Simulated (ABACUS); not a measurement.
# Mo (Im-3m) in ABACUS: settings compared

The runs below take Mo through relaxation of cell and atoms, single point, with TM, SOGGA.

Program: ABACUS 3.10.1. These are calculated values, not measurements. Logs are shortened: lines on timing, memory, paths and dates and some standing lists are left out, and cuts for length are marked.

**1. Starting point**

The structure is cubic, space group Im-3m (No. 229). Conventional cell: a = 3.168 Å, b = 3.168 Å, c = 3.168 Å, α = 90.00°, β = 90.00°, γ = 90.00°. Around Mo (site symmetry m-3m) lie 8 Mo at 2.74 Å.

**2. Relaxation of cell and atoms, TM**

Contents of INPUT:

```
INPUT_PARAMETERS
suffix              Mo
calculation         cell-relax
basis_type          pw
pseudo_dir          ./
latname             bcc
symmetry            1
dft_functional      MGGA_X_TM+MGGA_C_TM
ecutwfc             94
pseudo_rcut         10
nspin               1
nbands              11
ks_solver           dav
smearing_method     fd
smearing_sigma      0.00367493
scf_thr             1e-08
scf_nmax            100
mixing_type         broyden
mixing_beta         0.7
cal_force           1
cal_stress          1
mixing_tau          1
relax_nmax          60
force_thr_ev        0.005
relax_method        cg
out_stru            1
stress_thr          0.5
kpar                4
```

Contents of STRU:

```
ATOMIC_SPECIES
Mo 95.9500 Mo_ONCV_PBE-1.2.upf

LATTICE_CONSTANT
5.9859303812

ATOMIC_POSITIONS
Direct

Mo
0.0
1
0.0000000000 0.0000000000 0.0000000000 1 1 1
```

Contents of KPT:

```
K_POINTS
0
Gamma
8 8 8 0 0 0
```

Potentials or basis: SG15 ONCV 1.2 PBE, plane waves.

Started as:

```
> OMP_NUM_THREADS=1 mpirun -np 4 abacus > log
```

running log:

```text
ABACUS v3.10.1

               Atomic-orbital Based Ab-initio Computation at UStc

 ------------------------------------------------------------------------------------

 READING GENERAL INFORMATION
                           global_out_dir = OUT.Mo/
                           global_in_card = INPUT
                               pseudo_dir = ./
                              orbital_dir =
                                    DSIZE = 4
                                    GSIZE = 1

 READING UNITCELL INFORMATION
                                    ntype = 1
                  lattice constant (Bohr) = 5.98593
              lattice constant (Angstrom) = 3.16762

 READING ATOM TYPE 1
                               atom label = Mo
                      L=0, number of zeta = 1
                      L=1, number of zeta = 1
                      L=2, number of zeta = 1
             number of atom for this type = 1

                        TOTAL ATOM NUMBER = 1
DIRECT COORDINATES
    atom                   x                   y                   z     mag                  vx                  vy                  vz
taud_Mo1            0.0000000000        0.0000000000        0.0000000000  0.0000        0.0000000000        0.0000000000        0.0000000000

                          Volume (Bohr^3) = 107.242
                             Volume (A^3) = 15.8916

 Lattice vectors: (Cartesian coordinate: in unit of a_0)
                 +0.5                +0.5                +0.5
                 -0.5                +0.5                +0.5
                 -0.5                -0.5                +0.5
 Reciprocal vectors: (Cartesian coordinate: in unit of 2 pi/a_0)
                   +1                  -0                  +1
                   -1                  +1                  -0
                   +0                  -1                  +1
 The esolver type has been set to : ksdft_pw

                PAO radial cut off (Bohr) = 10

 Read in pseudopotential file is Mo_ONCV_PBE-1.2.upf
                     pseudopotential type = NC
          exchange-correlation functional = PBE
                 nonlocal core correction = 0
                        valence electrons = 14
                                     lmax = 2
                           number of zeta = 0
                     number of projectors = 6
                           L of projector = 0
                           L of projector = 0
                           L of projector = 1
                           L of projector = 1
                           L of projector = 2
                           L of projector = 2
 XC functional updated to : MGGA_X_TM+MGGA_C_TM
          exchange-correlation functional = MGGA_X_TM+MGGA_C_TM
     initial pseudo atomic orbital number = 0

 SETUP THE ELECTRONS NUMBER
            electron number of element Mo = 14
      total electron number of element Mo = 14
            AUTOSET number of electrons:  = 14
                           occupied bands = 7
                                   NBANDS = 11
                                   NLOCAL = 9

%%%%%%%%%%%%%%%%%%%%%%%%%%%%%%%%%%%%%%%%%%%%%%%%%%%%%%%%%%%%%%%%%%%%%%%%%%%%%%%%%%%%%%%%%%%%%%%%%%%%%%%%%%
 Warning: the number of valence electrons in pseudopotential > 6 for Mo: [Kr] 4d5 5s1
 Pseudopotentials with additional electrons can yield (more) accurate outcomes, but may be less efficient.
 If you're confident that your chosen pseudopotential is appropriate, you can safely ignore this warning.
%%%%%%%%%%%%%%%%%%%%%%%%%%%%%%%%%%%%%%%%%%%%%%%%%%%%%%%%%%%%%%%%%%%%%%%%%%%%%%%%%%%%%%%%%%%%%%%%%%%%%%%%%%

 SETUP THE PLANE WAVE BASIS
 energy cutoff for charge/potential (unit:Ry) = 376
            fft grid for charge/potential = [ 32, 32, 32 ]
                        fft grid division = [ 1, 1, 1 ]
        big fft grid for charge/potential = [ 32, 32, 32 ]
                                     nbxx = 32768
                                     nrxx = 32768

 SETUP PLANE WAVES FOR CHARGE/POTENTIAL
                    number of plane waves = 13115
                         number of sticks = 749

 PARALLEL PW FOR CHARGE/POTENTIAL
     PROC   COLUMNS(POT)             PW
        1            749          13115
 --------------- sum -------------------
        1            749          13115
                            number of |g| = 159
                                  max |g| = 340
                                  min |g| = 0

----------- Double Check Mixing Parameters Begin ------------
mixing_type: broyden
mixing_beta: 0.7
mixing_gg0: 1
mixing_gg0_min: 0.1
mixing_ndim: 8
----------- Double Check Mixing Parameters End ------------

 LATTICE VECTORS: (CARTESIAN COORDINATE: IN UNIT OF A0)
                 +0.5                +0.5                +0.5
                 -0.5                +0.5                +0.5
                 -0.5                -0.5                +0.5
                       right hand lattice = 1
                                   NORM_A = 0.866025
                                   NORM_B = 0.866025
                                   NORM_C = 0.866025
                           ALPHA (DEGREE) = 70.5288
                           BETA  (DEGREE) = 109.471
                           GAMMA (DEGREE) = 70.5288

 The lattice vectors have been changed (STRU_SIMPLE.cif)

(for optimal symmetric configuration:)
                             BRAVAIS TYPE = 2
                     BRAVAIS LATTICE NAME = 02. Cubic I (body-centered)
                                    ibrav = 2
                                    IBRAV = 2
                                  BRAVAIS = BODY CENTERED CUBIC
                       LATTICE CONSTANT A = 1
Original cell was already a primitive cell.
                        ROTATION MATRICES = 48
              PURE POINT GROUP OPERATIONS = 48
                   SPACE GROUP OPERATIONS = 48
                              POINT GROUP = O_h
               POINT GROUP IN SPACE GROUP = O_h

 SETUP K-POINTS
                                    nspin = 1
                   Input type of k points = Monkhorst-Pack(Gamma)
                                   nkstot = 512
                       right hand lattice = 1
(for reciprocal lattice: )
                             BRAVAIS TYPE = 3
                     BRAVAIS LATTICE NAME = 03. Cubic F (face-centered)
                                    ibrav = 3
                       right hand lattice = 1
(for k-lattice: )
                             BRAVAIS TYPE = 3
                     BRAVAIS LATTICE NAME = 03. Cubic F (face-centered)
                                    ibrav = 3
                       right hand lattice = 1
                        ROTATION MATRICES = 48
                               nkstot_ibz = 29
K-POINTS REDUCTION ACCORDING TO SYMMETRY
     IBZ    DIRECT_X    DIRECT_Y    DIRECT_Z  WEIGHT  ibz2bz
       1  0.00000000  0.00000000  0.00000000  0.0020       0
       2  0.12500000  0.12500000  0.00000000  0.0234       1
       3  0.25000000  0.25000000  0.00000000  0.0234       2
       4  0.37500000  0.37500000  0.00000000  0.0234       3
       5  0.50000000  0.50000000  0.00000000  0.0117       4
       6  0.12500000  0.25000000  0.12500000  0.0469      10
[... 21 lines left out ...]
      28  0.50000000  0.50000000  0.37500000  0.0234     220
      29  0.50000000  0.50000000  0.50000000  0.0020     292

                               nkstot now = 29
[... K-POINTS DIRECT COORDINATES: 29 rows ...]

           k-point number in this process = 8
       minimum distributed K point number = 7
[... stars of the k points ...]

[... K-POINTS CARTESIAN COORDINATES: 8 rows ...]

[... K-POINTS DIRECT COORDINATES: 8 rows ...]

 SETUP PLANE WAVES FOR WAVE FUNCTIONS
     energy cutoff for wavefunc (unit:Ry) = 94
              fft grid for wave functions = [ 32, 32, 32 ]
                    number of plane waves = 2093
                         number of sticks = 219

 PARALLEL PW FOR WAVE FUNCTIONS
     PROC   COLUMNS(POT)             PW
        1            219           2093
 --------------- sum -------------------
        1            219           2093

 SETUP NONLOCAL PSEUDOPOTENTIALS IN PLANE WAVE BASIS
 Mo non-local projectors:
 projector 1 L=0
 projector 2 L=0
 projector 3 L=1
 projector 4 L=1
 projector 5 L=2
 projector 6 L=2
      TOTAL NUMBER OF NONLOCAL PROJECTORS = 18

 Init Non-Local PseudoPotential table :
 Init Non-Local-Pseudopotential done.

                                     npwx = 1648

 -------------------------------------------
 STEP OF RELAXATION : 1
 -------------------------------------------
                                 init_chg = atomic

 PW ALGORITHM --------------- ION=   1  ELEC=   1--------------------------------
 Notice: Threshold on eigenvalues was too large.
 hsover_error=0.14 > DRHO=0.0812978
 Origin diag ethr = 0.01
 New diag ethr = 0.000580698

 Density error is 0.0729315370307
                          Error Threshold = 0.000580698479374
----------------------------------------------------------
     Energy           Rydberg                 eV
----------------------------------------------------------
 E_KohnSham     -136.9741441917      -1863.6288396803
 E_Harris       -138.6601660920      -1886.5683444771
 E_Fermi        1.5737109744         21.4114362567
----------------------------------------------------------

 PW ALGORITHM --------------- ION=   1  ELEC=   2--------------------------------

 Density error is 0.0031203178488
                          Error Threshold = 0.000520939550219
----------------------------------------------------------
     Energy           Rydberg                 eV
----------------------------------------------------------
 E_KohnSham     -137.0081946330      -1864.0921197019
 E_Harris       -136.6817219206      -1859.6502305713
 E_Fermi        1.5252228714         20.7517217704
----------------------------------------------------------

 PW ALGORITHM --------------- ION=   1  ELEC=   3--------------------------------
[... 408 lines left out ...]
------------------------------------------------------------------------------------------
 TOTAL-FORCE (eV/Angstrom)
------------------------------------------------------------------------------------------
                       Mo1         0.0000000000         0.0000000000         0.0000000000
------------------------------------------------------------------------------------------

----------------------------------------------------------------
 TOTAL-STRESS (KBAR)
----------------------------------------------------------------
        -0.1400523818        -0.0000000000         0.0000000000
        -0.0000000000        -0.1400523818         0.0000000000
        -0.0000000000        -0.0000000000        -0.1400523818
----------------------------------------------------------------
 TOTAL-PRESSURE: -0.140052 KBAR

 Largest gradient in force is 0.000000 eV/A.
 Threshold is 0.005000 eV/A.

 Largest gradient in stress is 0.140052 kbar.
 Threshold is 0.500000 kbar.

 Relaxation is converged!

 --------------------------------------------
 !FINAL_ETOT_IS -1864.1492977309105754 eV
 --------------------------------------------
```

It took 17 s on 4 MPI ranks of Intel Xeon Platinum 8259CL at 2.50GHz (Skylake/Cascade Lake), shared host; peak memory 0.36 GiB.

Results:

- Free energy: -1864.1493 eV
- Relaxed volume: 15.55 Å³/atom
- Relaxed cell: a = 2.724 Å, b = 2.724 Å, c = 2.724 Å, α = 70.53°, β = 109.47°, γ = 70.53°
- Space group after relaxing (to 0.05 Å): Im-3m (No. 229)
- Energy gained by relaxing: 6.0 meV/atom
- Ionic steps: 4
- Pressure after relaxing: 0.0 GPa
- Band gap on the k mesh: none (metal or under the smearing width)

The path:
| step | energy change (eV) | largest force (eV/Å) | pressure (GPa) | volume (Å³) |
| --- | --- | --- | --- | --- |
| 1 | 0.0000 | 0.0000 | -5.59 | 15.89 |
| 2 | 0.0477 | 0.0000 | 19.17 | 14.61 |
| 3 | -0.0060 | 0.0000 | -0.14 | 15.56 |
| 4 | -0.0060 | 0.0000 | -0.01 | 15.55 |

Final structure:
```xyz
1
Lattice="1.5725 1.5725 1.5725 -1.5725 1.5725 1.5725 -1.5725 -1.5725 1.5725" Properties=species:S:1:pos:R:3 pbc="T T T"
Mo    0.0000    0.0000    0.0000
```

Caveat: the potentials were made for another functional, which shifts forces and pressure.

**3. Single point, SOGGA**

Contents of INPUT:

```
INPUT_PARAMETERS
suffix              Mo
calculation         scf
basis_type          pw
pseudo_dir          ./
symmetry            1
dft_functional      GGA_X_SOGGA+GGA_C_PBE
ecutwfc             81
pseudo_rcut         10
nspin               1
nbands              17
ks_solver           dav
smearing_method     fd
smearing_sigma      0.00367493
scf_thr             1e-08
scf_nmax            100
mixing_type         broyden
mixing_beta         0.7
cal_force           1
cal_stress          1
out_chg             1
kpar                4
```

Contents of STRU:

```
ATOMIC_SPECIES
Mo 95.9500 Mo.upf

LATTICE_CONSTANT
1.8897261246

LATTICE_VECTORS
-1.5838089719 1.5838089719 1.5838089719
1.5838089719 -1.5838089719 1.5838089719
1.5838089719 1.5838089719 -1.5838089719

ATOMIC_POSITIONS
Direct

Mo
0.0
1
0.0000000000 0.0000000000 0.0000000000 1 1 1
```

Contents of KPT:

```
K_POINTS
0
Gamma
10 10 10 0 0 0
```

Potentials or basis: Ansatz NC PBE, plane waves.

Started as:

```
> OMP_NUM_THREADS=1 mpirun -np 4 abacus > log
```

It took 2.5 s on 4 MPI ranks of AMD EPYC 9R45 (Zen 5), shared host; peak memory 0.24 GiB.

Results (log left out):

- Free energy: -1908.2307 eV
- Pressure: -11.1 GPa
- Band gap on the k mesh: none (metal or under the smearing width)

Levels at points of the mesh, in eV from the Fermi level:
```csv
k point,band 4,band 5,band 6,band 7,band 8,band 9,band 10,band 11
"(0.00, 0.00, 0.00)",-34.53,-7.38,-1.40,-1.40,-1.40,1.55,1.55,14.47
"(0.50, 0.50, 0.00)",-34.54,-5.37,-3.42,1.37,1.58,2.20,4.63,11.30
"(0.50, 0.50, 0.50)",-35.46,-5.46,-5.46,3.87,3.87,3.87,8.74,8.74
```

Caveat: the potentials were made for another functional, which shifts forces and pressure.
